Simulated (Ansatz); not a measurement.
Co (bcc type), DFT, PBE, PAW with Ansatz's default frozen-core files, scalar-relativistic (Ansatz 0.2.0), on 1 thread of Arm Neoverse V1 (shared host).

Command: `ansatz run input.yaml --threads 1 --pin off --max-ram 2048MiB --backend cpu --events-out ev --progress --plain --runs-dir out`

```yaml
crystal:
  lattice:
    - [-1.3814792932, 1.3814792932, 1.3814792932]
    - [1.3814792932, -1.3814792932, 1.3814792932]
    - [1.3814792932, 1.3814792932, -1.3814792932]
  atoms:
    - { symbol: Co, position: [0.0, 0.0, 0.0] }
kpoints:
  mp_grid: { grid: [21, 21, 21] }
  band_path:
    path:
      - [0.0, 0.0, 0.0]
      - [0.5, -0.5, 0.5]
      - [0.0, 0.0, 0.5]
      - [0.0, 0.0, 0.0]
      - [0.25, 0.25, 0.25]
      - [0.5, -0.5, 0.5]
      - [0.25, 0.25, 0.25]
      - [0.0, 0.0, 0.5]
    npoints: 8
scf:
  occupations: { method: fermi_dirac, width: 0.05 }
hamiltonian:
  xc: pbe
  pseudopotentials: { kind: paw }
output:
  forces: true
  stress: true
  eigenvalues: true
  populations: true
  dos: { projected: true, de: 0.2, e_range: [-14, 8] }
  write_density: true
  write_potential: true
  elf: true
  volumetric_format: npy
```

Problem. How large is the problem that the program sets up?

Solution. 286 irreducible k-points, 201 plane waves at Γ, 13 bands.

Problem. About how long does it take?

Solution. 3.9 s of wall time for 6 SCF iterations. Times on shared machines scatter by tens of per cent.
